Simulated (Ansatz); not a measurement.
Ionic part of the dielectric constant of Na$_{2}$S at -1 GPa, mode by mode

These are results of DFT PBE, scalar-relativistic, plane waves, PAW in Ansatz 0.2.0, not measurements. Settings: 420 eV plane-wave cutoff, Γ-centred 8×8×8 mesh, fixed occupations. No spin polarisation. Phonons by linear response, acoustic sum rule imposed.

The structure is cubic, space group Fm-3m (No. 225). Conventional cell: a = 6.653 Å, b = 6.653 Å, c = 6.653 Å, α = 90.00°, β = 90.00°, γ = 90.00°. Na (site symmetry -43m) has 4 S at 2.88 Å as nearest neighbours. Around S (site symmetry m-3m) lie 8 Na at 2.88 Å.

The primitive cell has V = 73.63 Å³ and ε∞,zz = 3.499. Each polar mode adds Δε = (4.92064×10⁷/V)·S/ν² along z, with S its oscillator strength in e²/amu, ν in cm⁻¹ and V in Å³.

Q: From these modes, find each Δε and ε0,zz.
| ν (cm⁻¹) | S_zz (e²/amu) |
| --- | --- |
| 181.7 | 0.2044 |

A:
```csv
ν (cm⁻¹),Δε
181.7,4.14
```

The sum is 4.138, so ε0,zz = 7.64; the run's tensor has 7.64.

Q: Where do the longitudinal modes lie for a wave vector along z?

A: At 268 cm⁻¹. The Lyddane–Sachs–Teller product Π(ν_LO/ν_TO)² = 2.18 matches ε0/ε∞ = 2.18.

Cost: 1 run of about 1.4 core-minutes, on Arm Neoverse V2 (shared hosts).